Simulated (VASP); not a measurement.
Runs of VASP 6.6.1 on Ti. The structure is cubic, space group Fm-3m (No. 225). Conventional cell: a = 4.060 Å, b = 4.060 Å, c = 4.060 Å, α = 90.00°, β = 90.00°, γ = 90.00°. Around Ti (site symmetry m-3m) lie 12 Ti at 2.87 Å. This isn't the form of Ti at room conditions, which is hcp.

| level | cell | k mesh | smearing | gap on the mesh (eV) | pressure (GPa) |
| --- | --- | --- | --- | --- | --- |
| PBE | volume scaled by 1.06 | 11 × 11 × 11 | fermi-dirac 0.05 eV | none | -2.4 |
| PBE | Fm-3m, 16.73 Å³/atom | 8 × 8 × 8 | fermi-dirac 0.02 eV | none | 4.0 |
| PBE | volume scaled by 1.04 | 11 × 11 × 11 | fermi-dirac 0.05 eV | none | (a) |
| revPBE | Fm-3m, 17.73 Å³/atom | 11 × 11 × 11 | fermi-dirac 0.01 eV | none | -0.4 |

Alike in all rows: task single point; potentials or basis VASP PAW PBE potentials, release 64 (Ti_sv); no spin polarisation; cutoff (eV) 520.

**Question.** Fill in the values left out.

**Answer.** (a) -0.5.

Caveats: the PAW data sets were made with another functional, which shifts forces and pressure a little (some runs).

A gap of «none» marks a metal or a gap under the smearing width.
